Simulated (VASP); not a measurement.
Set up this calculation in VASP 6.6.1, as the native input.

* Task: single point
* Functional: PBE
* Potentials or basis: VASP PAW PBE potentials, release 64 (W_sv)
* Cutoff: 520 eV
* k mesh: 10 × 10 × 1
* Occupations: methfessel-paxton, width 0.1 eV
* Spin: no spin polarisation
* Dipole correction: yes
* Further INCAR settings: ALGO = Fast; EDIFF = 1e-07; NBANDS = 36

The structure of W lies in POSCAR:

```
W
1.0
    3.1646185137      0.0000000000      0.0000000000
    0.0000000000      3.1646185137      0.0000000000
    0.0000000000      0.0000000000     25.8578461265
W
4
Direct
    0.0000000000      0.0000000000      0.5680735063
    0.5000000000      0.5000000000      0.6252581972
    1.0000000000      0.0000000000      0.6905498935
    0.5000000000      0.5000000000      0.7445447954
```

The cell was built by a generator and needn't be a form met in nature.

One way to write it, as run:

INCAR

```
SYSTEM = W
PREC     = Accurate       ! precision mode
ENCUT    = 520            ! plane-wave cutoff, eV
EDIFF    = 1E-7           ! SCF threshold, eV
ISMEAR   = 1              ! smearing method
SIGMA    = 0.1            ! smearing width, eV
LREAL    = .False.        ! projectors in reciprocal space
LASPH    = .True.         ! aspherical terms in the spheres
NELM     = 100            ! most SCF steps
ALGO     = Fast           ! electronic algorithm
ISIF     = 2              ! what is computed and relaxed
LWAVE    = .False.        ! write WAVECAR
LCHARG   = .False.        ! write CHGCAR
LDIPOL   = .True.       
IDIPOL   = 3            
DIPOL    = 0.5 0.5 0.657
GGA      = PE             ! functional
NBANDS   = 36             ! bands
```

KPOINTS

```
Automatic mesh
0
Gamma
  10 10 1
  0 0 0
```

Potentials or basis: VASP PAW PBE potentials, release 64 (W_sv).

The run is started by

```console
$ cat potpaw_PBE.64/W_sv/POTCAR > POTCAR
$ mpirun -np 1 vasp_std > vasp.out
```

It gave:

```json
{
 "Largest force": "1.185 eV/Å",
 "Band gap on the k mesh": "none (metal or under the smearing width)"
}
```

Wall time 6.2 min on 1 thread of Intel(R) Xeon(R) Platinum 8488C (Sapphire Rapids), with other jobs on the host, peak memory 0.4 GiB.
